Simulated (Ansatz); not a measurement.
GaSb

Method: PBE, scalar-relativistic; no spin polarisation; PAW, 420 eV, Γ-centred 10×10×10 mesh, 0.05 eV Gaussian smearing; code Ansatz. The datasets are Ansatz's generated set soft_2.

```cif
data_structure
_symmetry_space_group_name_H-M 'P 1'
_symmetry_Int_Tables_number 1
_cell_length_a 4.3939
_cell_length_b 4.3939
_cell_length_c 4.3939
_cell_angle_alpha 60.000
_cell_angle_beta 60.000
_cell_angle_gamma 60.000
_cell_volume 59.98
loop_
_atom_site_label
_atom_site_type_symbol
_atom_site_fract_x
_atom_site_fract_y
_atom_site_fract_z
_atom_site_occupancy
Ga1 Ga 0.00000 0.00000 0.00000 1
Sb1 Sb 0.75000 0.75000 0.75000 1
```

The chain of runs began from a cell as deposited in COD, expanded in volume. Of that entry: the entry's cell lengths or inner coordinates differ somewhat from later room-temperature determinations.

Task: Which orbitals carry the states at the Fermi level, and how many states are there?

Result: The filled and empty bands only just touch, so this is a zero-gap or semimetallic case rather than a good metal. Within 0.1 eV of it: Sb 5p 79 %, Ga 4p 21 % (shares among the projected shells). The density of states at the Fermi level is about 0.025 states/eV per cell, averaged over 0.3 eV.

Density of states (tetrahedra, averaged over 0.3 eV; states/eV per cell of 2 atoms; energy in eV from the Fermi level; projections on Löwdin-orthogonalised atomic orbitals, summed over sites):

```csv
E,total,Sb 5p,Ga 4p,Ga 4s,Sb 5s
-5.80,0.92,0.33,0.10,0.39,0.09
-5.50,0.62,0.22,0.07,0.24,0.08
-5.20,0.46,0.16,0.05,0.17,0.07
-4.90,0.36,0.13,0.04,0.13,0.06
-4.60,0.28,0.10,0.03,0.10,0.05
-4.30,0.23,0.08,0.03,0.08,0.04
-4.00,0.18,0.07,0.02,0.06,0.03
-3.70,0.15,0.05,0.02,0.05,0.03
-3.40,0.85,0.45,0.32,0.05,0.03
-3.10,1.47,0.81,0.56,0.06,0.03
-2.80,1.30,0.71,0.48,0.06,0.03
-2.50,1.65,0.93,0.62,0.05,0.03
-2.20,1.82,1.06,0.67,0.05,0.03
-1.90,1.69,1.01,0.60,0.04,0.02
-1.60,1.58,0.97,0.54,0.03,0.02
-1.30,1.49,0.95,0.49,0.02,0.01
-1.00,1.00,0.67,0.31,0.01,0.01
-0.70,0.56,0.38,0.16,0.01,0.00
-0.40,0.31,0.22,0.08,0.00,0.00
-0.10,0.07,0.06,0.02,0.00,0.00
0.20,0.00,0.00,0.00,0.00,0.00
0.50,0.07,0.02,0.01,0.02,0.01
0.80,0.24,0.07,0.05,0.07,0.04
1.10,0.68,0.25,0.13,0.18,0.08
1.40,1.24,0.46,0.29,0.29,0.12
1.70,2.19,0.82,0.55,0.48,0.20
2.00,1.38,0.49,0.36,0.28,0.13
2.30,0.89,0.30,0.24,0.16,0.09
2.60,1.00,0.23,0.43,0.11,0.13
2.90,0.98,0.20,0.52,0.07,0.10
3.20,1.07,0.24,0.60,0.06,0.09
3.50,1.96,0.47,1.09,0.05,0.09
3.80,1.68,0.43,0.88,0.06,0.07
4.10,1.24,0.35,0.63,0.05,0.04
4.40,1.53,0.43,0.70,0.04,0.03
4.70,1.91,0.51,0.80,0.05,0.05
5.00,1.39,0.36,0.58,0.03,0.04
```

Formal charges Ga³⁺, Sb³⁻ balance and leave closed shells on every ion, yet the run finds no gap: the anions' valence bands overlap the cations' empty bands. Semilocal functionals make gaps too small, by up to about 1 eV in such compounds, so the real crystal may have a narrow gap or be a semimetal.

Scalar-relativistic only: spin–orbit splittings of the heavy atoms' levels are missing. At this volume the filled and empty bands only touch, so this is a zero-gap semimetal rather than a metal, and a semilocal functional can cause such a touching.
